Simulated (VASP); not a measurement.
Crystal: WS2.

```
W S
1.0
     1.57900    0.91164    6.16333
    -1.57900    0.91164    6.16333
     0.00000   -1.82327    6.16333
W S
1 2
Direct
  0.00000 0.00000 0.00000
  0.24970 0.24970 0.24970
  0.41900 0.41900 0.41900
```

Measurements of this composition are mostly on another form, of space group No. 194.

* Program: VASP 6.6.1
* Task: relaxation of cell and atoms
* Functional: PBEsol
* Dispersion: D3(BJ)
* Potentials or basis: VASP PAW PBE potentials, release 64 (W_sv, S)
* Cutoff: 520 eV
* k mesh: 9 × 9 × 9
* Occupations: gaussian, width 0.02 eV
* Spin: no spin polarisation

At the start: pressure -4.1 GPa; volume 17.74 Å³/atom.

Q: How do energy, volume and symmetry change on relaxing?

A: Over 17 steps the energy falls by 18.6 meV/atom and the volume is 16.43 Å³/atom (-7.4 %); space group R3m (No. 160, to 0.05 Å).

Step by step:
| step | energy change (eV) | largest force (eV/Å) | pressure (GPa) | volume (Å³) |
| --- | --- | --- | --- | --- |
| 1 | 0.0000 | 0.6022 | -4.09 | 53.23 |
| 2 | 0.0441 | 1.7134 | 8.44 | 49.82 |
| 3 | -0.0223 | 0.4499 | 0.11 | 51.94 |
| 4 | -0.0297 | 0.2908 | -0.74 | 51.60 |
| 5 | -0.0297 | 0.2722 | -0.70 | 51.62 |
| 6 | -0.0368 | 0.0810 | -0.08 | 50.98 |
| 7 | -0.0390 | 0.2499 | 0.48 | 50.43 |
| 8 | -0.0445 | 0.2105 | 0.41 | 50.18 |
| 9 | -0.0546 | 0.0941 | 0.31 | 49.42 |
| 10 | -0.0555 | 0.0411 | 0.32 | 49.07 |
| 11 | -0.0555 | 0.0499 | 0.32 | 49.13 |
| 12 | -0.0557 | 0.0419 | -0.17 | 49.32 |
| 13 | -0.0557 | 0.0300 | -0.07 | 49.28 |
| 14 | -0.0557 | 0.0131 | 0.05 | 49.29 |
| 15 | -0.0557 | 0.0121 | 0.04 | 49.29 |
| 16 | -0.0557 | 0.0033 | -0.01 | 49.31 |
| 17 | -0.0557 | 0.0005 | -0.01 | 49.30 |

Final structure:
```
W S
1.0
     1.56051    0.90096    5.84452
    -1.56051    0.90096    5.84452
     0.00000   -1.80192    5.84452
W S
1 2
Direct
  0.00064 0.00064 0.00064
  0.24452 0.24452 0.24452
  0.42354 0.42354 0.42354
```

Caveat: the PAW data sets were made with another functional, which shifts forces and pressure a little.
